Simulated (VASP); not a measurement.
# Cs (I4/mmm) in VASP: a series of runs

Runs on Cs. Level: PBE. Tasks: single point.

All numbers are computed with VASP 6.6.1; they aren't measurements. Logs are shortened: lines on timing, memory, paths and dates and some standing lists are left out, and cuts for length are marked.

### 1 Starting point

It takes space group I4/mmm (No. 139, tetragonal). Conventional cell: a = 5.500 Å, b = 5.500 Å, c = 8.194 Å, α = 90.00°, β = 90.00°, γ = 90.00°.

This isn't the form of Cs at room conditions, which is bcc.

### 2 Single point, PBE

INCAR

```
PREC = Accurate
ENCUT = 450
EDIFF = 0.01
ISMEAR = 1
SIGMA = 0.15
LREAL = False
LASPH = True
NELM = 100
ALGO = Normal
ISIF = 2
LWAVE = False
LCHARG = False
GGA = PE
NBANDS = 10
ADDGRID = False
```

KPOINTS

```
regular mesh
0
Gamma
  5 5 5
```

POSCAR

```
Cs
1.0
   -2.7500754600      2.7500754600      4.0972389800
    2.7500754600     -2.7500754600      4.0972389800
    2.7500754600      2.7500754600     -4.0972389800
Cs
1
Direct
    0.0000000000      0.0000000000      0.0000000000
```

Potentials or basis: VASP PAW PBE potentials, release 64 (Cs_sv).

Run with:

```bash
$ cat potpaw_PBE.64/Cs_sv/POTCAR > POTCAR
$ mpirun -np 1 vasp_std > vasp.out
```

OUTCAR:

```text
PREC = Accurate
   ENCUT = 450
   EDIFF = 0.01
   ISMEAR = 1
   LREAL = False
   LASPH = True
   NELM = 100
   ISIF = 2
   GGA = PE

 Found     18 irreducible k-points:

 Following reciprocal coordinates:
            Coordinates               Weight
  0.000000  0.000000  0.000000      1.000000
  0.200000  0.000000  0.000000      8.000000
  0.400000  0.000000  0.000000      8.000000
  0.200000  0.200000  0.000000      8.000000
  0.400000  0.200000  0.000000     16.000000
 -0.400000  0.200000  0.000000     16.000000
   k-points           NKPTS =     18   k-points in BZ     NKDIM =     18   number of bands    NBANDS=     10
   number of dos      NEDOS =    301   number of ions     NIONS =      1
   total plane-waves  NPLWV =  64000
   dimension x,y,z NGX =    40 NGY =   40 NGZ =   40
   dimension x,y,z NGXF=    80 NGYF=   80 NGZF=   80
   ions per type =               1
   NGX,Y,Z   is equivalent  to a cutoff of  11.77, 11.77, 11.77 a.u.
   NGXF,Y,Z  is equivalent  to a cutoff of  23.54, 23.54, 23.54 a.u.
 SYSTEM =  unknown system
   PREC   = accura    normal or accurate (medium, high low for compatibility)
   ISTART =      0    job   : 0-new  1-cont  2-samecut
   ICHARG =      2    charge: 1-file 2-atom 10-const
   ISPIN  =      1    spin polarized calculation?
   LNONCOLLINEAR =      F non collinear calculations
   LSORBIT =      F    spin-orbit coupling
   LASPH  =      T    aspherical Exc in radial PAW
   ENCUT  =  450.0 eV  33.07 Ry    5.75 a.u.   9.77  9.77  9.77*2*pi/ulx,y,z
   NELM   =    100;   NELMIN=  2; NELMDL= -5     # of ELM steps
   EDIFF  = 0.1E-01   stopping-criterion for ELM
   LREAL  =      F    real-space projection
   EDIFFG = 0.1E+00   stopping-criterion for IOM
   NSW    =      0    number of steps for IOM
   IBRION =     -1    ionic relax: 0-MD 1-quasi-New 2-CG
   NFREE  =      0    steps in history (QN), initial steepest desc. (CG)
   ISIF   =      2    stress and relaxation
   ISYM   =      2    0-nonsym 1-usesym 2-fastsym
   POTIM  = 0.5000    time-step for ionic-motion
   TEBEG  =    0.0;   TEEND  =   0.0 temperature during run
   PSTRESS=    0.0 pullay stress
   NELECT =       9.0000    total number of electrons
   NUPDOWN=      -1.0000    fix difference up-down
   EMIN   =  10.00;   EMAX   =-10.00  energy-range for DOS
   EFERMI =   0.00;   METHOD = LEGACY
   ISMEAR =     1;   SIGMA  =   0.15  broadening in eV -4-tet -1-fermi 0-gaus
   EFERMI_NEDOS =   21; number of points for ismear=-14 and -15
   IALGO  =     38    algorithm
   IMIX   =      4    mixing-type and parameters
     AMIX     =   0.40;   BMIX     =  1.00
     AMIX_MAG =   1.60;   BMIX_MAG =  1.00
  volume/ion in A,a.u.               =     123.95       836.44
  Fermi-wavevector in a.u.,A,eV,Ry     =   0.682981  1.290648  6.346621  0.466463
  Thomas-Fermi vector in A             =   1.762213
   LORBIT       =      0    0 simple, 1 ext, 2 COOP (PROOUT), +10 PAW based schemes
   GGA     = PE    functional components
   LHFCALC =     F    Hartree Fock is set to
   AEXX    =    0.0000 exact exchange contribution
   IVDW    =     0    specifies the selected vdW correction
   LEPSILON=     F    determine dielectric tensor
   LRPA    =     F    only Hartree local field effects (RPA)
 non-spin polarized calculation
 Methfessel and Paxton  Order N= 1 SIGMA  =   0.15
  energy-cutoff  :      450.00
  volume of cell :      123.95
 maximum number of plane-waves:      2719
   NGX = 19   NGY = 19   NGZ = 19

 number of electron       9.0000001 magnetization

 Free energy of the ion-electron system (eV)
  ---------------------------------------------------
  ext. energy  EPLUGINS =         0.00000000
  ---------------------------------------------------
  free energy    TOTEN  =        -0.87035222 eV

  energy without entropy =       -0.87350410  energy(sigma->0) =       -0.87140285

 E-fermi :   0.3932     XC(G=0):  -5.1910

 val. band max:        0.3762244745   @ k =  -0.4000   0.4000   0.0000
 cond. band min:       0.5787330260   @ k =   0.4000   0.2000   0.0000
 fundamental gap:      0.2025085515
 Fermi energy:         0.3931855383

 k-point     1 :       0.0000    0.0000    0.0000
  band No.  band energies     occupation
      1     -23.5433      2.00000
      2     -10.3097      2.00000
      3     -10.3073      2.00000
      4     -10.3072      2.00000
      5      -1.2998      2.00000
      6       2.6043     -0.00000
      7       2.7679     -0.00000
      8       2.7679     -0.00000
      9       3.5452      0.00000
     10       3.8678      0.00000

 k-point     2 :       0.2000    0.0000    0.0000
  band No.  band energies     occupation
      1     -23.5418      2.00000
      2     -10.3454      2.00000
      3     -10.3154      2.00000
      4     -10.3109      2.00000
      5      -0.9229      2.00000
      6       2.1269     -0.00000
      7       2.7248     -0.00000
      8       2.8937     -0.00000
      9       3.4725      0.00000
     10       3.6498      0.00000

 k-point     3 :       0.4000    0.0000    0.0000
  band No.  band energies     occupation
      1     -23.5394      2.00000
      2     -10.4043      2.00000
      3     -10.3257      2.00000
      4     -10.3169      2.00000
      5      -0.0118      2.00091
      6       1.2793     -0.00000
      7       2.5085     -0.00000
      8       2.7324     -0.00000
      9       4.1721      0.00000
     10       4.2074      0.00000

 k-point     4 :       0.2000    0.2000    0.0000
  band No.  band energies     occupation
      1     -23.5401      2.00000
      2     -10.3697      2.00000
      3     -10.3380      2.00000
      4     -10.3193      2.00000
      5      -0.3617      2.00000
      6       1.8301     -0.00000
      7       2.2193     -0.00000
      8       2.9807     -0.00000
      9       3.2267     -0.00000
     10       4.2677      0.00000

 k-point     5 :       0.4000    0.2000    0.0000
  band No.  band energies     occupation
      1     -23.5384      2.00000
      2     -10.4001      2.00000
      3     -10.3479      2.00000
      4     -10.3307      2.00000
      5       0.5787     -0.07087
      6       1.1021     -0.00000
      7       2.0331     -0.00000
      8       2.7992     -0.00000
      9       3.8296      0.00000
     10       4.1167      0.00000

 k-point     6 :      -0.4000    0.2000    0.0000
  band No.  band energies     occupation
      1     -23.5391      2.00000
      2     -10.3885      2.00000
      3     -10.3347      2.00000
      4     -10.3329      2.00000
      5      -0.0195      2.00070
      6       1.5282     -0.00000
      7       2.1834     -0.00000
      8       2.9152     -0.00000
      9       3.5325      0.00000
     10       4.3444      0.00000

 [... further k-points ...]

------------------------ aborting loop because EDIFF is reached ----------------------------------------

  FORCE on cell =-STRESS in cart. coord.  units (eV):
  Direction    XX          YY          ZZ          XY          YZ          ZX
  --------------------------------------------------------------------------------------
  -------------------------------------------------------------------------------------
  Total       -0.4582438     -0.4582438     -0.5055802      0.0000000      0.0000000     -0.0000000
  in kB       -5.9233407     -5.9233407     -6.5352193      0.0000000      0.0000000     -0.0000000
  external PRESSURE =      -6.1273003 kB  Pullay stress =       0.0000000 kB

 VOLUME and BASIS-vectors are now :
 -----------------------------------------------------------------------------
  energy-cutoff  :      450.00
  volume of cell :      123.95
      direct lattice vectors                 reciprocal lattice vectors
    -2.750075460  2.750075460  4.097238980     0.000000000  0.181813193  0.122033399
     2.750075460 -2.750075460  4.097238980     0.181813193  0.000000000  0.122033399
     2.750075460  2.750075460 -4.097238980     0.181813193  0.181813193  0.000000000

 POSITION                                       TOTAL-FORCE (eV/Angst)
 -----------------------------------------------------------------------------------
      0.00000      0.00000      0.00000         0.000000      0.000000      0.000000
 -----------------------------------------------------------------------------------
    total drift:                               -0.000000      0.000000      0.000000

  FREE ENERGIE OF THE ION-ELECTRON SYSTEM (eV)
  ---------------------------------------------------
  free  energy   TOTEN  =        -0.8703522248 eV

  energy  without entropy=       -0.8735041042  energy(sigma->0) =       -0.87140285
```

OSZICAR:

```text
N       E                     dE             d eps       ncg     rms          rms(c)
DAV:   1     0.520379460918E+02    0.52038E+02   -0.25796E+03   360   0.542E+02
DAV:   2     0.441953237641E+01   -0.47618E+02   -0.46124E+02   478   0.106E+02
DAV:   3    -0.790489652566E+00   -0.52100E+01   -0.52071E+01   416   0.402E+01
DAV:   4    -0.869077735166E+00   -0.78588E-01   -0.78578E-01   432   0.573E+00
DAV:   5    -0.869576848818E+00   -0.49911E-03   -0.49909E-03   472   0.460E-01    0.132E-01
DAV:   6    -0.870352224788E+00   -0.77538E-03   -0.12747E-03   242   0.179E-01
   1 F= -.87035222E+00 E0= -.87140285E+00  d E =0.315188E-02
```

Wall time 5.8 s (1 thread of Intel Xeon Platinum 8488C (Sapphire Rapids), shared host); peak memory 0.22 GiB.

The run converged, but some of its settings lie outside the range that counts as converged, so its numbers aren't taken as properties of the crystal.

What came out:

```yaml
Free_energy: -0.8704 eV
Pressure: -0.6 GPa
Band_gap_on_the_k_mesh: none (metal or under the smearing width)
```

### 3 Single point, PBE

This run uses another cell than the first one, of the same volume but with other edges.

INCAR is that of step 2.

KPOINTS is that of step 2.

POSCAR

```
Cs
1.0
   -2.6528630000      2.7200140000      3.9488130000
    2.8833600000     -2.6988260000      4.0893020000
    2.7318000000      2.7777640000     -3.9345920000
Cs
1
Direct
    0.0073440000      0.0133040000      0.0001460000
```

Potentials or basis: VASP PAW PBE potentials, release 64 (Cs_sv).

Run with:

```bash
$ cat potpaw_PBE.64/Cs_sv/POTCAR > POTCAR
$ mpirun -np 1 vasp_std > vasp.out
```

It took 16 s on 1 thread of Intel Xeon Platinum 8488C (Sapphire Rapids), shared host; peak memory 0.25 GiB.

The run converged, but some of its settings lie outside the range that counts as converged, so its numbers aren't taken as properties of the crystal.

What came out:

```
Free energy            : -0.8679 eV
Pressure               : -0.6 GPa
Band gap on the k mesh : none (metal or under the smearing width)
```

### 4 Single point, PBE

INCAR: that of step 3 with these lines changed.

```diff
@@ -2,3 +2,3 @@
 ENCUT = 450
-EDIFF = 0.01
+EDIFF = 0.001
 ISMEAR = 1
```

KPOINTS is that of step 3.

POSCAR

```
Cs
1.0
   -2.7500754600      2.7500754600      4.0972389800
    2.7500754600     -2.7500754600      4.0972389800
    2.7500754600      2.7500754600     -4.0972389800
Cs
1
Direct
    0.0000000000      0.0000000000      0.0000000000
```

Run with:

```bash
$ cat potpaw_PBE.64/Cs_sv/POTCAR > POTCAR
$ mpirun -np 1 vasp_std > vasp.out
```

Wall time 6.2 s (1 thread of Intel Xeon Platinum 8488C (Sapphire Rapids), shared host); peak memory 0.22 GiB.

These settings aren't checked as converged: the numbers below hold their error.

Results:

| Property | Result |
| --- | --- |
| Free energy | -0.8704 eV |
| Pressure | -0.6 GPa |
| Band gap on the k mesh | none (metal or under the smearing width) |

### 5 Single point, PBE

This run uses another cell than the first one, of the same volume but with other edges.

INCAR is that of step 4.

KPOINTS is that of step 4.

POSCAR

```
Cs
1.0
   -2.6528630000      2.7200140000      3.9488130000
    2.8833600000     -2.6988260000      4.0893020000
    2.7318000000      2.7777640000     -3.9345920000
Cs
1
Direct
    0.0073440000      0.0133040000      0.0001460000
```

Run with:

```bash
$ cat potpaw_PBE.64/Cs_sv/POTCAR > POTCAR
$ mpirun -np 1 vasp_std > vasp.out
```

It took 16 s on 1 thread of Intel Xeon Platinum 8488C (Sapphire Rapids), shared host; peak memory 0.25 GiB.

The run converged, but some of its settings lie outside the range that counts as converged, so its numbers aren't taken as properties of the crystal.

What came out:

```yaml
Free_energy: -0.8679 eV
Pressure: -0.6 GPa
Band_gap_on_the_k_mesh: none (metal or under the smearing width)
```

(Continued in part 2 of 2.)
